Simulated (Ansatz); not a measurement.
**Structures of CdS: which is lowest?**

Plane-wave DFT in Ansatz with scalar-relativistic PAW potentials, cutoff 420 eV, Γ-centred meshes chosen by cell and gap, Gaussian smearing with energies taken to zero width. Every cell was relaxed (cell and atoms) in a run of its own, within the symmetry of its start. Functional: PBEsol.

Relaxed structures (starts from databases or built by putting these elements on another compound's sites):
A. P3_121, 6 atoms in the computed cell, a = 3.968 Å, c = 9.412 Å; sites (symmetry × multiplicity) Cd .2. × 3, S .2. × 3; start: built
B. R3m, 6 atoms in the computed cell, a = 4.120 Å, c = 30.232 Å; sites (symmetry × multiplicity) Cd 3m × 3 + 3m × 3 + 3m × 3, S 3m × 3 + 3m × 3 + 3m × 3; start: built

Question: Rank them by energy. Could pressure change the order?

Answer:
| structure | group | E − E(lowest) (meV/atom) | V (Å³/atom) | gap on mesh (eV) |
| --- | --- | --- | --- | --- |
| B | R3m | 0.0 | 24.69 | 1.06 |
| A | P3_121 | 88 | 21.39 | 0.78 |

B is lowest, 88 meV/atom under A. A is denser by 3.30 Å³/atom, so pressure favours it: ΔE/ΔV, with ΔE in eV and 1 eV/Å³ = 160.2 GPa, gives about 4.3 GPa for equal enthalpy if both cells were rigid, a rough figure since the two compress differently. Other structures may lie lower than all of these, and vibrations aren't counted.